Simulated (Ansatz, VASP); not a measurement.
# Cross-check of CdTe between VASP and Ansatz, part 2 of 2

Aim: how closely do two programs agree when they are given the same cell, functional and k mesh? The cell is taken from a series of VASP runs on this material, whose earlier steps may have relaxed, scaled or displaced it; both programs get it as it stands.

VASP 6.6.1 and Ansatz 0.2.0.

So far: Set-up; VASP: band structure, HSE06, spin-orbit coupling.

## 3. Ansatz: band structure, HSE06, spin-orbit coupling

Level of this step: Ansatz beside VASP: Kohn-Sham DFT, plane waves, HSE06, spin-orbit coupling (Ansatz).

Ansatz runs on its fully relativistic PAW (standard-fr) files.

The same cell, functional, mesh and smearing now go to Ansatz, which takes its cutoff from its data sets.

File input.yaml:

```yaml
crystal:
  lattice:
    - [0.0, 3.24, 3.24]
    - [3.24, 0.0, 3.24]
    - [3.24, 3.24, 0.0]
  atoms:
    - { symbol: Te, position: [0.75, 0.75, 0.75] }
    - { symbol: Cd, position: [0.0, 0.0, 0.0] }
hamiltonian:
  xc: { exchange: pbe, correlation: pbe, exx: { coeff: 0.25, omega: 0.2 } }
  pseudopotentials: { kind: paw_fr }
magnetization:
  noncollinear: true
  spin_orbit: true
kpoints:
  mp_grid: { grid: [3, 3, 3] }
  band_path:
    path:
      - [0.0, 0.0, 0.0]
      - [0.5, 0.0, 0.5]
      - [0.5, 0.22222, 0.72222]
      - [0.40278, 0.34722, 0.75]
      - [0.125, 0.125, 0.25]
      - [0.27778, 0.27778, 0.27778]
      - [0.55556, 0.38889, 0.55556]
      - [0.58333, 0.25, 0.66667]
      - [0.5, 0.30556, 0.69444]
      - [0.48611, 0.48611, 0.52778]
      - [0.625, 0.25, 0.625]
      - [0.5, 0.0, 0.5]
    npoints: 1
scf:
  occupations: { method: gaussian, width: 0.03 }
  n_extra_bands: 14
output:
  forces: true
  stress: true
  eigenvalues: true
```

Run with:

```bash
$ ansatz run input.yaml --threads 4 --pin off --max-ram 9216MiB --backend cpu --events-out ev --progress --plain --runs-dir out
```

Numbers of over 12 decimals in the logs are rounded to 6 here.

What it wrote:

```text
Warning: output.stress: scf.convergence.dr2_threshold = 1e-7 eV (the SCF's general default) is looser than the 2e-10 eV advised for a printed stress (1e-10 eV for each atom of the cell: 2). What an SCF threshold leaves in a stress goes as its square root, and in the free energy as the threshold itself, and one threshold admits the most on a small cell: [figures from the program's tests cut] Set scf.convergence.dr2_threshold to 2e-10 eV or tighter. The threshold is an SCF's pass mark: one that does not reach it within its budget of iterations ends unconverged, or closes short of it on a stop that the run arms, and scf.convergence.dr2_threshold's page says what that costs each kind of run
Warning: output.stress: scf.exx.energy_threshold = 1e-6 eV is looser than the 2e-8 eV advised for a stress under a hybrid functional (1e-8 eV for each atom of the cell: 2). Every SCF of the exchange loop can meet its threshold on dr2 while the loop round them stops early: no threshold on dr2 bounds what that leaves in the stress. Set scf.exx.energy_threshold to 2e-8 eV or tighter. The threshold is the loop's pass mark: a loop that does not reach it within its budget of cycles ends unconverged, and scf.exx.energy_threshold's page has the law
scf.n_extra_bands = 14 over 36 filled bands (N_el = 36.0): the run solves 50 bands
Engine: ansatz 0.2.0, aarch64-unknown-linux-gnu
Pseudopotentials: kind: paw_fr
Pseudopotential: Te, paw_fr, valence charge 16, recommended cutoff 420 eV (normal), Te.paw.azcp#standard-fr
Pseudopotential: Cd, paw_fr, valence charge 20, recommended cutoff 420 eV (normal), Cd.paw.azcp#standard-fr
Functional definition: unnamed
  parameter a_1 = 0.25
  parameter omega_1 = 0.2/angstrom
  exchange = pbe_x + (-a_1)*pbe_x_sr(omega_1) + a_1*exact_x_sr(omega_1)
  correlation = pbe_c
non-collinear run that drives no moment, with spin-orbit: no starting moment large enough to seed its density (crystal.atoms[].spin), no starting occupations that ask for one, no magnetisation constraint and no magnetic field, so the semilocal B_xc is pinned to zero
Crystal: 2 atoms, lattice volume = 68.024 Å³
Basis set: ecut = 420 eV, 1363 PW (Γ), exchange–correlation on 64×64×64 points (8 copies of the dense FFT grid, shifted against one another)
Bands: 50, of which v1, the nominal top of the filled ones, is band 36 counted from 1 (35 counted from 0)
Symmetry: 24 space group operations + 24 with time reversal
Magnetic group: BNS 216.75 (UNI 1577), of the structure as read, at distance tolerance 4.1e-5 Å
k-points: 4 of 27 (time reversal used)
Projection manifold: j_resolved (fully-relativistic pseudo-atomic orbitals)
Non-local potential: Te, projectors of the file, l = 0: 2, l = 1: 4, l = 2: 4, l = 3: 4
Non-local potential: Cd, projectors of the file, l = 0: 3, l = 1: 4, l = 2: 4, l = 3: 2
PAW form: soft (Blöchl's): semilocal exchange-correlation on the pseudo side does not see the compensation charge
PAW frozen core: Te, regenerated for the run's functional, and the local potential with it (the file was generated under x = pbe(κ = 0.804, μ = 0.219515), c = pbe(β = 0.066725))
PAW frozen core: Cd, regenerated for the run's functional, and the local potential with it (the file was generated under x = pbe(κ = 0.804, μ = 0.219515), c = pbe(β = 0.066725))
PAW one-centre angular grid: Te, 590 points (default); XC on 96 Gauss nodes
PAW one-centre angular grid: Cd, 590 points (default); XC on 96 Gauss nodes
Initial density: superposition of atomic densities (chi_scale 0.1, normalization cell, long waves kept (reshape's long-wave potential 0.00 eV rms))
Initial wavefunctions: pseudopotential atomic-orbital guess
Functional: x = pbe(κ = 0.804, μ = 0.219515), c = pbe(β = 0.066725), warm-up for x = pbe(κ = 0.804, μ = 0.219515) + 0.25 (exact − pbe) at short range (hse, ω = 0.2 Å⁻¹), c = pbe(β = 0.066725)
iter 1 solved again at ethr=7.16e-4 eV; its pass at ethr=1.00e-1 eV (dr2=2.58e-1 eV) is discarded
SCF iter   1: F=—  HF=-15240.497412 eV  |F-HF|=—  |Δ(HF+E_count)|=         —  Δρ=2.33e-2  dr2=2.58e-1  dr2_m=0.00e0 (ungated)  ethr=7.16e-4  |M|=0.00e0 ∫|m|=0.00e0 μB  |m|>n=0.0e0 m-floor=0.0e0 τ_xc=0.0e0  β_m=0.30  ⟨swp⟩=7.0  Hψ=1226  notcnv=0
preconditioner: auto → none  [insulator: Δε(μ)=0.456 eV  Ē_g=13.493 eV  σ=0.030 eV  W_gap=1.00  n_scr=14 (ndim 8)  ℏωp=19.1 eV  f_vac=0.155  D(μ)=0.00/eV (n_scr^D=0)]
SCF iter   2: F=—  HF=-15240.460046 eV  |F-HF|=—  |Δ(HF+E_count)|=   3.74e-2  Δρ=1.37e-2  dr2=9.40e-2  dr2_m=0.00e0 (ungated)  ethr=7.16e-4  |M|=0.00e0 ∫|m|=0.00e0 μB  |m|>n=0.0e0 m-floor=0.0e0 τ_xc=0.0e0  β_m=0.50  ⟨swp⟩=2.0  Hψ=400  notcnv=0
iter 3 solved again at ethr=1.22e-5 eV; its pass at ethr=2.61e-4 eV (dr2=4.38e-3 eV) is discarded
SCF iter   3: F=—  HF=-15240.454618 eV  |F-HF|=—  |Δ(HF+E_count)|=   5.43e-3  Δρ=3.25e-3  dr2=4.39e-3  dr2_m=0.00e0 (ungated)  ethr=1.22e-5  |M|=0.00e0 ∫|m|=0.00e0 μB  |m|>n=0.0e0 m-floor=0.0e0 τ_xc=0.0e0  β_m=0.53  ⟨swp⟩=3.8  Hψ=865  notcnv=0  defer=2
SCF iter   4: F=—  HF=-15240.455440 eV  |F-HF|=—  |Δ(HF+E_count)|=   8.22e-4  Δρ=7.32e-4  dr2=1.60e-4  dr2_m=0.00e0 (ungated)  ethr=1.22e-5  |M|=0.00e0 ∫|m|=0.00e0 μB  |m|>n=0.0e0 m-floor=0.0e0 τ_xc=0.0e0  β_m=0.67  ⟨swp⟩=3.0  Hψ=446  notcnv=0
[...]
Exchange kernel: α = 0.2500, screened, ω = 0.2000 Å⁻¹, Wigner–Seitz truncation, v(0) = 1063.3683 eV·Å³, q-mesh 3×3×3, nearest image of the exchange supercell L = 13.75 Å, pair-density grid 18×18×18, without the augmentation charges, whose exchange is taken in its separable form by FFT convolution over the k-point mesh (sized by the pseudopotential files, 27×27×27 at the most), smooth part of the exact exchange by density-matrix convolution
Frozen-core exchange: fock
SCF iter   1: F=—  HF=-15240.420472 eV  |F-HF|=—  |Δ(HF+E_count)|=         —  Δρ=5.56e-3  dr2=1.58e-2  dr2_m=0.00e0 (ungated)  ethr=1.40e-7  |M|=0.00e0 ∫|m|=0.00e0 μB  |m|>n=0.0e0 m-floor=0.0e0 τ_xc=0.0e0  β_m=0.30  ⟨swp⟩=8.8  Hψ=998  notcnv=0
preconditioner: auto → none  [insulator: Δε(μ)=1.352 eV  Ē_g=15.264 eV  σ=0.030 eV  W_gap=1.00  n_scr=14 (ndim 8)  ℏωp=19.1 eV  f_vac=0.197  D(μ)=0.00/eV (n_scr^D=0)]
SCF iter   2: F=—  HF=-15240.416932 eV  |F-HF|=—  |Δ(HF+E_count)|=   3.54e-3  Δρ=2.60e-3  dr2=2.85e-3  dr2_m=0.00e0 (ungated)  ethr=1.40e-7  |M|=0.00e0 ∫|m|=0.00e0 μB  |m|>n=0.0e0 m-floor=0.0e0 τ_xc=0.0e0  β_m=0.49  ⟨swp⟩=4.0  Hψ=635  notcnv=0
SCF iter   3: F=—  HF=-15240.423304 eV  |F-HF|=—  |Δ(HF+E_count)|=   6.37e-3  Δρ=1.18e-3  dr2=6.05e-4  dr2_m=0.00e0 (ungated)  ethr=1.40e-7  |M|=0.00e0 ∫|m|=0.00e0 μB  |m|>n=0.0e0 m-floor=0.0e0 τ_xc=0.0e0  β_m=0.49  ⟨swp⟩=4.0  Hψ=642  notcnv=0
SCF iter   4: F=—  HF=-15240.423219 eV  |F-HF|=—  |Δ(HF+E_count)|=   8.46e-5  Δρ=2.48e-4  dr2=3.31e-5  dr2_m=0.00e0 (ungated)  ethr=1.40e-7  |M|=0.00e0 ∫|m|=0.00e0 μB  |m|>n=0.0e0 m-floor=0.0e0 τ_xc=0.0e0  β_m=0.62  ⟨swp⟩=4.0  Hψ=476  notcnv=0
SCF iter   5: F=-15240.423317 eV  HF=-15240.423318 eV  |F-HF|=8.43e-7  |Δ(HF+E_count)|=   9.87e-5  Δρ=6.04e-5  dr2=2.67e-6  dr2_m=0.00e0 (ungated)  ethr=6.21e-8  |M|=0.00e0 ∫|m|=0.00e0 μB  |m|>n=0.0e0 m-floor=0.0e0 τ_xc=0.0e0  ⟨swp⟩=4.0  Hψ=422  notcnv=0
SCF 2 stopped early in 5 iterations: F = -15240.423317 eV  dr2 = 2.67e-6
hybrid outer 1: dexx = +7.909e-3 eV, tail = 6.99e-5 eV
Projection manifold: j_resolved (fully-relativistic pseudo-atomic orbitals)
Exchange kernel: α = 0.2500, screened, ω = 0.2000 Å⁻¹, Wigner–Seitz truncation, v(0) = 1063.3683 eV·Å³, q-mesh 3×3×3, nearest image of the exchange supercell L = 13.75 Å, pair-density grid 18×18×18, without the augmentation charges, whose exchange is taken in its separable form by FFT convolution over the k-point mesh (sized by the pseudopotential files, 27×27×27 at the most), smooth part of the exact exchange by density-matrix convolution
Frozen-core exchange: fock
SCF iter   1: F=—  HF=-15240.423464 eV  |F-HF|=—  |Δ(HF+E_count)|=         —  Δρ=3.45e-5  dr2=6.23e-7  dr2_m=0.00e0 (ungated)  ethr=9.71e-7  |M|=0.00e0 ∫|m|=0.00e0 μB  |m|>n=0.0e0 m-floor=0.0e0 τ_xc=0.0e0  β_m=0.30  ⟨swp⟩=4.5  Hψ=468  notcnv=0
preconditioner: auto → none  [insulator: Δε(μ)=1.410 eV  Ē_g=15.203 eV  σ=0.030 eV  W_gap=1.00  n_scr=14 (ndim 8)  ℏωp=19.1 eV  f_vac=0.196  D(μ)=0.00/eV (n_scr^D=0)]
SCF iter   2: F=—  HF=-15240.423464 eV  |F-HF|=—  |Δ(HF+E_count)|=   9.10e-8  Δρ=2.06e-5  dr2=1.77e-7  dr2_m=0.00e0 (ungated)  ethr=1.65e-9  |M|=0.00e0 ∫|m|=0.00e0 μB  |m|>n=0.0e0 m-floor=0.0e0 τ_xc=0.0e0  β_m=0.65  ⟨swp⟩=4.0  Hψ=534  notcnv=0
SCF iter   3: F=—  HF=-15240.423464 eV  |F-HF|=—  |Δ(HF+E_count)|=   2.85e-8  Δρ=4.64e-6  dr2=2.55e-8  dr2_m=0.00e0 (ungated)  ethr=4.13e-10  |M|=0.00e0 ∫|m|=0.00e0 μB  |m|>n=0.0e0 m-floor=0.0e0 τ_xc=0.0e0  β_m=0.75  ⟨swp⟩=3.5  Hψ=399  notcnv=0
SCF iter   4: F=-15240.423465 eV  HF=-15240.423465 eV  |F-HF|=2.96e-9  |Δ(HF+E_count)|=   1.42e-7  Δρ=2.59e-6  dr2=3.51e-9  dr2_m=0.00e0 (ungated)  ethr=1.63e-11  |M|=0.00e0 ∫|m|=0.00e0 μB  |m|>n=0.0e0 m-floor=0.0e0 τ_xc=0.0e0  ⟨swp⟩=4.8  Hψ=662  notcnv=0  defer=2
SCF 3 converged in 4 iterations: F = -15240.423465 eV  dr2 = 3.51e-9
  Residual-converged pass: ⟨swp⟩=2.0  Hψ=251  notcnv=0  max |occ|·‖R‖ = 1.8e-6 eV (tolerance 2.4e-6 eV)  dr2=3.51e-9  dr2_m=0.00e0 (ungated)  dr2_onsite=9.02e-10  max |Δocc| = 4.9e-253
hybrid outer 2: dexx = +3.021e-7 eV, tail = 3.03e-8 eV, Δε = 2.95e-3 eV (about 1.09e-4 eV left of the loop's levels)
NSCF: frozen V_eff on 12 k-points
hybrid SCF converged: 2 outer / 9 inner (+5 warm-up), last move |dexx| = 3.02e-7 eV, tail = 3.03e-8 eV
Magnetization: |M| = 0.0000 μB,  M = (+0.0000, +0.0000, +0.0000) μB
Absolute magnetization: 0.0000 μB (∫|m|)
  site 0: m = (+0.0000, +0.0000, +0.0000) μB, |m| = 0.0000 μB  (R = 1.16 Å)
  site 1: m = (+0.0000, +0.0000, +0.0000) μB, |m| = 0.0000 μB  (R = 1.16 Å)
Free energy (F): -15240.423465 eV
Frozen-core exchange: fock
Harris-Foulkes:  -15240.423465 eV  (|F-HF|=2.96e-9)
Internal energy: -15240.423465 eV  (E = F + TS)
E sigma→0 (E₀):  -15240.423465 eV
Fermi energy:    8.013546 eV
--- Per-component energies (eV) ---
  E_band       = -878.316419
  E_kinetic    = 687.439398
  E_local      = -5422.523722  (includes V_loc(G=0)·N_el)
  E_nonlocal   = -278.408331
  E_hartree    = 2739.354824
  E_xc         = -241.127961
  E_vxc        = -259.263589  (∫ρ·V_xc dr)
  E_exx        = -134.118873  (= α·E_x^exact, valence–valence)
  E_paw        = -8678.247727  (= ΣΔE_a)
  E_vpaw       = -816.032769  (= ΣTr[D̂ρ^β])
  E_aug_tail   = -0.000152  (compensation charges beyond the density's cutoff)
  E_ewald      = -3912.024287
  E_core_change = -0.766634  (= ΣΔE_core)
  E_smearing   = -0.000000  (= −TS)
  E_closure    = 0.000000  (closes the sum)
  Σ components = -15240.423465   (vs F -15240.423465, Δ=0.00e0)
--- Forces (eV/Å), atoms counted from 1 ---
  atom   1  Te     0.00000000    -0.00000000    -0.00000000
  atom   2  Cd    -0.00000000     0.00000000     0.00000000
  max |Σ_I F_I| component: 1.65e-16 eV/Å
--- Stress (GPa, compression-positive) ---
        2.458032       0.000000      -0.000000
       -0.000000       2.458032       0.000000
       -0.000000       0.000000       2.458032
  P = ⅓ Tr σ = 2.4580 GPa (24.580 kbar)
--- Band table (eV) ---
  k-point 0: bands = [... 32 lower, 7.3084, 7.3084, 7.3084, 7.3084, 8.7182, 8.7182, 12.2491, 12.2491, ... 10 higher]
  k-point 1: bands = [... 32 lower, 6.0631, 6.0631, 6.6314, 6.6469, 9.8260, 9.8260, 13.0346, 13.0346, ... 10 higher]
  k-point 2: bands = [... 32 lower, 5.2097, 5.2097, 5.5987, 5.5987, 10.5271, 10.5271, 10.9927, 10.9927, ... 10 higher]
  k-point 3: bands = [... 32 lower, 4.0093, 4.3695, 5.5964, 5.6262, 10.8631, 10.9166, 12.9205, 13.2344, ... 10 higher]
```

Wall time 60 s (4 threads of Arm Neoverse V2, shared host); peak memory 0.93 GiB.

## 4. Side by side

Known differences besides the potentials themselves: spin-orbit coupling enters by fully relativistic files in Ansatz and inside the spheres in VASP; exact exchange at q = 0 is treated differently, which shows on coarse meshes; VASP keeps PBE cores, Ansatz makes them for the functional; the data sets hold 36 valence electrons in Ansatz (fully relativistic PAW (standard-fr) files) and 18 in VASP; the cutoff is 420 eV in Ansatz and 350 eV in VASP; VASP takes a coarser grid for exact exchange (PRECFOCK = Fast). Total energies have different zeros and are not compared.

The two programs side by side:

```
                     quantity  Ansatz   VASP  difference
gap over the path points (eV)   1.410  1.341      +0.068
```

Levels at points of the path, from each program's valence-band top (eV; 8 filled, then empty):

```
k (reciprocal lattice)                                                                         Ansatz                                                                           VASP
     0.000 0.000 0.000      -9.52 -9.52 -0.94 -0.94 0.00 0.00 0.00 0.00 1.41 1.41 4.94 4.94 5.29 5.29      -9.44 -9.44 -0.86 -0.86 0.00 0.00 0.00 0.00 1.34 1.34 4.98 4.98 5.31 5.31
     0.500 0.000 0.500  -8.94 -8.94 -4.92 -4.92 -2.49 -2.49 -2.12 -2.12 3.01 3.01 3.20 3.20 9.50 9.50  -8.88 -8.88 -4.90 -4.90 -2.46 -2.46 -2.11 -2.11 3.02 3.02 3.23 3.23 9.60 9.60
     0.500 0.222 0.722  -8.95 -8.80 -4.91 -4.63 -3.10 -2.61 -2.56 -2.54 4.63 4.97 5.02 5.04 6.36 6.51  -8.89 -8.74 -4.87 -4.62 -3.05 -2.60 -2.54 -2.53 4.69 5.00 5.04 5.07 6.35 6.49
     0.403 0.347 0.750  -8.98 -8.84 -4.91 -4.66 -3.22 -2.88 -2.03 -1.97 3.50 3.55 5.02 5.22 7.67 7.75  -8.92 -8.78 -4.88 -4.65 -3.17 -2.87 -2.01 -1.96 3.52 3.56 5.06 5.25 7.70 7.77
     0.125 0.125 0.250  -9.50 -9.47 -2.49 -2.38 -1.28 -1.09 -0.41 -0.39 2.84 2.94 4.98 5.07 5.52 5.53  -9.42 -9.39 -2.46 -2.37 -1.24 -1.07 -0.39 -0.39 2.81 2.91 5.01 5.09 5.54 5.56
     0.278 0.278 0.278  -9.42 -9.42 -3.51 -3.51 -1.12 -1.12 -0.55 -0.53 2.57 2.57 5.69 5.69 5.90 5.90  -9.35 -9.35 -3.50 -3.50 -1.07 -1.07 -0.55 -0.53 2.55 2.55 5.72 5.72 5.91 5.92
     0.556 0.389 0.556  -9.11 -8.99 -4.97 -4.85 -2.31 -2.10 -1.37 -1.33 3.31 3.42 5.28 5.33 6.45 6.46  -9.04 -8.92 -4.94 -4.83 -2.26 -2.08 -1.35 -1.32 3.31 3.41 5.31 5.36 6.47 6.48
     0.583 0.250 0.667  -8.97 -8.83 -4.91 -4.66 -3.20 -2.86 -2.11 -2.04 3.65 3.72 5.02 5.23 7.39 7.48  -8.91 -8.77 -4.88 -4.65 -3.16 -2.85 -2.09 -2.03 3.67 3.73 5.07 5.26 7.41 7.49
     0.500 0.306 0.694  -8.99 -8.84 -4.88 -4.61 -3.16 -2.77 -2.28 -2.15 4.44 4.73 5.16 5.29 6.18 6.27  -8.93 -8.77 -4.85 -4.60 -3.11 -2.76 -2.26 -2.14 4.49 4.74 5.20 5.32 6.19 6.28
     0.486 0.486 0.528  -9.12 -9.08 -5.05 -5.03 -1.50 -1.45 -0.91 -0.91 2.47 2.51 5.66 5.67 5.84 5.84  -9.05 -9.02 -5.03 -5.01 -1.46 -1.41 -0.91 -0.91 2.46 2.50 5.69 5.69 5.86 5.86
```

Among the levels compared at these points, filled levels agree within 79 meV and empty ones within 95 meV.

## 5. Results

| Quantity | Value |
| --- | --- |
| difference in gap over the path points (band structure, HSE06, spin-orbit coupling) | 0.068 eV |

**Reading.** The difference in gap over the path points is 0.068 eV (band structure, HSE06, spin-orbit coupling), within the 0.08 eV picked in this series as the mark of a large difference. Such differences can come from data sets, numerical settings and the points named under the comparisons, not from the functional's error against experiment.

[Lines on the potential files, build, host, timing and source positions are cut from VASP's logs without a mark.]

[Logs are printed without paths, hosts, clocks, repeated set-up lines and the standing remarks that a program may print on its own settings, such as how far it seeks lower states.]

[Hosts, paths, dates, database ids (printed as entryN), source tags and the programs' standing remarks are cut or masked in the printed files.]
